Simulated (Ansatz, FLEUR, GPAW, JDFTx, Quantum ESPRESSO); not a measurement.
## Ge: 6 runs at one level of theory

```
CELL_PARAMETERS angstrom
0.00000 2.82891 2.82891
2.82891 0.00000 2.82891
2.82891 2.82891 0.00000
ATOMIC_POSITIONS crystal
Ge 0.75000 0.75000 0.75000
Ge 0.50000 0.50000 0.50000
```

Alike in all runs: task equation of state; functional PBEsol; k mesh 8 × 8 × 8; occupations fermi-dirac, width 0.05 eV; no spin polarisation; no spin-orbit coupling.

| program and potentials | plane-wave cutoff (eV) | notes | equilibrium volume (Å³/atom) | bulk modulus (GPa) |
| --- | --- | --- | --- | --- |
| FLEUR, all-electron, FLAPW | - | - | ? | ? |
| JDFTx, PseudoDojo-SR-PBEsol-0.4.1-standard with smoothed tails | 1061 | - | 22.86 | 66.1 |
| Ansatz, all-electron LAPW, scalar-relativistic | - | - | 22.85 | 66.2 |
| Quantum ESPRESSO, PseudoDojo 0.4.1 SR PBEsol standard | 1061 | - | 22.86 | 66.1 |
| GPAW, PAW data sets generated for this functional | 600 | - | 22.96 | 67.2 |
| JDFTx, PseudoDojo-SR-PBEsol-0.4.1-standard | 1061 | - | 22.86 | 66.2 |

Problem. Estimate from the other rows what the run with FLEUR, all-electron, FLAPW gave.

Solution. Equilibrium volume 22.85 Å³/atom; bulk modulus 66.5 GPa. The other rows, which needn't bracket it: equilibrium volume 22.85 to 22.96; bulk modulus 66.1 to 67.2.
